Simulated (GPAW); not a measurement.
Crystal: CuO.

```xyz
4
Lattice="3.1795 0.0000 0.0000 -1.5898 2.7536 0.0000 0.0000 0.0000 4.4315" Properties=species:S:1:pos:R:3 pbc="T T T"
Cu    0.0000    0.0000    0.0000
Cu    0.0000    0.0000    2.2157
O     0.0000    1.8357    1.1079
O     1.5898    0.9179    3.3236
```

Measurements of this composition are mostly on another form, of space group No. 15.

Base run:

- Program: GPAW 26.7.0
- Functional: PBEsol
- Potentials or basis: PAW data sets generated in the run's folder for this functional
- Cutoff: 800 eV
- Basis: pw
- k mesh: 7 × 7 × 5
- Occupations: fermi-dirac, width 0.05 eV
- Spin: no spin polarisation
- Hubbard terms: Cu d U = 4 eV

Its results: pressure -2.8 GPa.

Task: The run is repeated on the same cell with these changes: hubbard terms from Cu d U = 4 eV to Cu d U = 8 eV. What comes out?

Result: Pressure -4.3 GPa.

Caveats: with this Cu data set, volumes or pressures lay over 1.5 % or 2 GPa off other programs in two to four cells of ten; the run has no spin polarisation, though such a crystal can be magnetic; U without spin polarisation on a metal has little footing.
